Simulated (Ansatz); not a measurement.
# SrCl2: a line through a two-coordinate scan

How does the energy of SrCl2 (Fm-3m, No. 225; 3 atoms in the cell) vary with strain +e along z and -e/2 along x and y, at strain +e along x and -e along y = −3 %?

Method: DFT PBE, scalar-relativistic, plane waves, PAW, in Ansatz 0.2.0.

### Step 1. Starting point

Symmetry: Fm-3m, No. 225, cubic system. Conventional cell: a = 7.038 Å, b = 7.038 Å, c = 7.038 Å, α = 90.00°, β = 90.00°, γ = 90.00°. Sr (site symmetry m-3m) has 8 Cl at 3.05 Å as nearest neighbours. Around Cl (site symmetry -43m) lie 4 Sr at 3.05 Å.

As a file:

```cif
data_structure
_symmetry_space_group_name_H-M 'Fm-3m'
_symmetry_Int_Tables_number 225
_cell_length_a 7.0385
_cell_length_b 7.0385
_cell_length_c 7.0385
_cell_angle_alpha 90.000
_cell_angle_beta 90.000
_cell_angle_gamma 90.000
_cell_volume 348.68
loop_
_atom_site_label
_atom_site_type_symbol
_atom_site_symmetry_multiplicity
_atom_site_Wyckoff_symbol
_atom_site_fract_x
_atom_site_fract_y
_atom_site_fract_z
_atom_site_occupancy
Sr1 Sr 4 a 0.00000 0.00000 0.00000 1
Cl1 Cl 8 c 0.25000 0.75000 0.75000 1
```

It is the result of an earlier relaxation at this level (volume 29.06 Å³/atom; gap on the mesh: 5.24 eV).

### Step 2. What is varied

The energy is mapped over two homogeneous strains (x along [1 0 0], y along [0 1 0], z along [0 0 1] of the conventional cell).

The axes are (1) strain +e along x and -e along y: 9 values from −4 to 4 %; (2) strain +e along z and -e/2 along x and y: 9 values from −4 to 4 %.

Nothing else is relaxed (symmetry fixes all fractional coordinates). Energies count from the relaxed crystal. Points are written as (first, second).

### Step 3. The run at (−3 %, −4 %)

Input file input.yaml:

```yaml
crystal:
  lattice:
    - [0.0, 3.6951876143, 3.3784572473]
    - [3.4840340363, 0.0, 3.3784572473]
    - [3.4840340363, 3.6951876143, 0.0]
  atoms:
    - { symbol: Sr, position: [0.0, 0.0, 0.0] }
    - { symbol: Cl, position: [0.25, 0.25, 0.25] }
    - { symbol: Cl, position: [0.75, 0.75, 0.75] }
basis:
  ecutwfc: 420
kpoints:
  mp_grid: { grid: [6, 6, 6] }
hamiltonian:
  xc: pbe
scf:
  occupations: { method: gaussian, width: 0.05 }
output:
  forces: true
  stress: true
  eigenvalues: true
```

Launch:

```sh
$ ansatz run input.yaml --threads 1 --pin off --max-ram 2048MiB --backend cpu --events-out ev --progress --plain --runs-dir out
```

The session goes on with these runs: the other points of the line.

**Question.** What will these runs give? Wanted: for each run, strain +e along z and -e/2 along x and y; energy; slope; pressure.

As calculated:

| strain +e along z and -e/2 along x and y (%) | step | energy (meV/atom) | slope (meV/atom per %) | pressure (GPa) | band gap on the k-mesh (eV) |
| --- | --- | --- | --- | --- | --- |
| −4 | 3 | 18.8 | −5.6 | 0.157 | 4.80 |
| −3 | 4 | 13.9 | −4.1 | 0.125 | 4.90 |
| −2 | 5 | 10.6 | −2.6 | 0.104 | 5.00 |
| −1 | 6 | 8.7 | −1.2 | 0.093 | 4.99 |
| 0 | 7 | 8.2 | 0.2 | 0.092 | 4.97 |
| 1 | 8 | 9.1 | 1.6 | 0.100 | 4.94 |
| 2 | 9 | 11.3 | 2.9 | 0.117 | 4.90 |
| 3 | 10 | 14.8 | 4.2 | 0.141 | 4.83 |
| 4 | 11 | 19.7 | 5.5 | 0.173 | 4.76 |

Energies count from the relaxed crystal. Slopes come from the forces (and the stress, where the cell changes), not from differences of energies.

The lowest point of the line is at 0 %, 8.2 meV/atom from the zero. Energies and slopes round the minimum, fitted together, put the minimum at −0.1 %, with a curvature of about 1.4 meV/atom per %². Divided by the reference volume, that is a stiffness of about 76 GPa for this pattern of strain. The well is lopsided: two grid steps out, the energy rises by 2.4 meV/atom towards smaller values and 3.1 meV/atom towards larger ones. The highest point computed, at 4 %, lies 11.5 meV/atom above the lowest. This is one cut through a surface in two coordinates; the map's lowest point lies off it.

The gaps are Kohn-Sham values of a semilocal functional, not quasiparticle or optical gaps. Such gaps usually fall short of the measured ones.
